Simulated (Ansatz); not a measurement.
Mg as a host for H

All numbers below come from DFT PBE, scalar-relativistic, plane waves, PAW in Ansatz.

Cutoff 420 eV; k points 14×14×14 on the computed 1-atom cell (Γ-centred); Gaussian smearing, width 0.10 eV; no spin polarisation for the host; each changed cell takes a mesh and smearing chosen by its own gap and starts from the host's moments or customary ones, or runs without spin. Cells and atoms are relaxed to the nearest stationary point that keeps the symmetry of their start (forces under 0.02 to 0.04 eV/Å, stress under 0.1 to 0.2 GPa); energies are at zero smearing, without zero-point or thermal terms.

Relaxed host (gap on the mesh 0 eV):

```xyz
1
Lattice="-1.8073 1.8073 1.7568 1.8073 -1.8073 1.7568 1.8073 1.8073 -1.7568" Properties=species:S:1:pos:R:3 pbc="T T T"
Mg    0.0000    0.0000    0.0000
```

Cases: (1) 2 H in a 1×1×1 repeat of the cell, at (0.250 0.750 0.500), (0.750 0.250 0.500) in fractions of that repeat, 2.01 Å from the nearest atom of the relaxed host; (2) 4 H in a 1×1×1 repeat of the cell, at (0.250 0.500 0.750), (0.750 0.500 0.250), (0.500 0.750 0.250), (0.500 0.250 0.750) in fractions of that repeat, 1.98 Å from the nearest atom of the relaxed host; (3) 1 H in a 2×2×2 repeat of the cell, at (0.125 0.375 0.250) in fractions of that repeat, 2.01 Å from the nearest atom of the relaxed host; (4) 1 H in a 2×2×2 repeat of the cell, at (0.125 0.250 0.375) in fractions of that repeat, 1.98 Å from the nearest atom of the relaxed host.

Problem. Give the energy per H taken from half an H2 molecule (negative: uptake is favourable), the swelling and the final surroundings.

Solution.
| case | formula | energy per H (eV) | ΔV (%) | principal strains (%) | nearest host atoms of the first H |
| --- | --- | --- | --- | --- | --- |
| 1 | MgH2 | -0.12 | +17.3 | +35.5 -7.0 -7.0 | 4 (Mg) from 2.06 Å |
| 2 | MgH4 | 0.56 | +33.9 | +14.2 +8.3 +8.3 | 4 (Mg) from 2.19 Å |
| 3 | Mg8H | -0.07 | +2.5 | +27.1 -10.2 -10.2 | 4 (Mg) from 1.99 Å |
| 4 | Mg8H | 0.04 | +2.5 | +5.9 +4.9 -7.8 | 4 (Mg) from 1.98 Å |

Each ion keeps what symmetry its start has, so a lower place off a symmetric site can be missed, above all for H.

Relaxed structure of case 1, the lowest per ion:

```cif
data_structure
_symmetry_space_group_name_H-M 'Fm-3m'
_symmetry_Int_Tables_number 225
_cell_length_a 4.7578
_cell_length_b 4.7578
_cell_length_c 4.7578
_cell_angle_alpha 90.000
_cell_angle_beta 90.000
_cell_angle_gamma 90.000
_cell_volume 107.70
loop_
_atom_site_label
_atom_site_type_symbol
_atom_site_symmetry_multiplicity
_atom_site_Wyckoff_symbol
_atom_site_fract_x
_atom_site_fract_y
_atom_site_fract_z
_atom_site_occupancy
Mg1 Mg 4 a 0.00000 0.00000 0.00000 1
H1 H 8 c 0.75000 0.75000 0.25000 1
```

This form of Mg (I4/mmm) lies 0.03 eV/atom over the element's standard state.

In MgH2, MgH4, Mg8H a bond of the host changes by more than 0.6 Å or the volume by a third: the framework has rearranged or swollen or shrunk strongly, and the figure may no longer describe a topotactic step.

Cost: 5 runs of about 8.2 core-minutes in all, on Arm Neoverse V1 (shared hosts).